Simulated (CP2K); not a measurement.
Runs of CP2K 2026.2 on TiTe2. The structure is trigonal, space group P-3m1 (No. 164). Conventional cell: a = 3.777 Å, b = 3.777 Å, c = 6.498 Å, α = 90.00°, β = 90.00°, γ = 120.00°. Around Te (site symmetry 3m) lie 3 Ti at 2.77 Å. Ti (site symmetry -3m) has 6 Te at 2.77 Å as nearest neighbours. 

| task | level | potentials or basis | cell | k mesh | smearing | EPS_DEFAULT | k points reduced by the point group | NGRIDS | points a segment of the path (NPOINTS) | bands added on the path | gap on the mesh (eV) | pressure (GPa) | V0 of scaled cells (Å³/atom) | B0 (GPa) | largest force (eV/Å) |
| --- | --- | --- | --- | --- | --- | --- | --- | --- | --- | --- | --- | --- | --- | --- | --- |
| band structure | PBEsol | POTENTIAL_UZH Te GTH-PBE-q6, Ti GTH-PBE-q12; TZVP-MOLOPT-PBE-GTH basis | as given | 8 × 8 × 4 | fermi-dirac 0.1 eV | 1.0E-10 | yes | 5 | 6 | 2 | none | -0.6 | - | - | 0.03 |
| single point | PBEsol | POTENTIAL_UZH Te GTH-PBE-q6, Ti GTH-PBE-q12; TZVP-MOLOPT-PBE-GTH basis | as given | 8 × 8 × 4 | fermi-dirac 0.05 eV | 1.0E-10 | yes | 5 | - | - | none | -0.7 | - | - | 0.02 |
| equation of state | PBE | POTENTIAL_UZH Te GTH-PBE-q6, Ti GTH-PBE-q12; TZVP-MOLOPT-PBE-GTH basis | as given | 8 × 8 × 4 | fermi-dirac 0.05 eV | 1.0E-10 | yes | 4 | - | - | - | - | (b) | 62 | - |
| band structure | PBEsol | GTH_POTENTIALS Te GTH-PBE-q6, Ti GTH-PBE-q12; DZVP-MOLOPT-SR-GTH basis | as given | 8 × 8 × 4 | fermi-dirac 0.05 eV | 1.0E-9 | yes | 4 | 6 | 2 | none | -0.5 | - | - | - |
| band structure | PBE | GTH_POTENTIALS Te GTH-PBE-q6, Ti GTH-PBE-q12; DZVP-MOLOPT-SR-GTH basis | as given | 8 × 8 × 4 | fermi-dirac 0.05 eV | 1.0E-9 | yes | 4 | 6 | 2 | none | (c) | - | - | 0.03 |
| relaxation of cell and atoms | PBEsol | POTENTIAL_UZH Te GTH-PBE-q6, Ti GTH-PBE-q12; TZVP-MOLOPT-PBE-GTH basis | relaxed | 6 × 6 × 3 | fermi-dirac 0.1 eV | 1.0E-9 | - | 4 | - | - | none | 0.0 | - | - | 0.01 |
| band structure | PBE | POTENTIAL_UZH Te GTH-PBE-q6, Ti GTH-PBE-q12; TZVP-MOLOPT-PBE-GTH basis | as given | 8 × 8 × 4 | fermi-dirac 0.05 eV | 1.0E-9 | yes | 4 | 8 | 6 | none | (a) | - | - | 0.05 |
| equation of state | PBEsol | POTENTIAL_UZH Te GTH-PBE-q6, Ti GTH-PBE-q12; TZVP-MOLOPT-PBE-GTH basis | as given | 8 × 8 × 4 | fermi-dirac 0.05 eV | 1.0E-10 | yes | 5 | - | - | - | - | 26.50 | 68 | - |

Alike in all rows: no spin polarisation.

Problem. Fill in the values left out.

Solution. (a) 1.7; (b) 27.48; (c) 1.8.

Caveats: with these potentials and basis sets, volumes of gold and of layered tellurides can stand 1.5 % and more from those of plane-wave programs; this functional lacks dispersion, which binds the layers, so the pressure and a relaxed spacing across them are unreliable; the basis of atomic orbitals isn't converged, which shifts pressures, moduli and gaps; the potentials were made for another functional, which shifts forces and pressure (some runs); the cell was scaled at fixed shape and fractional positions, which overstates the stiffness of a crystal with free parameters, most of all of layers and chains (some runs).

A k mesh can miss the band edges, and the runs leave out spin-orbit coupling on Te.

A gap of «none» marks a metal or a gap under the smearing width.

Not every run made on this cell is shown here.
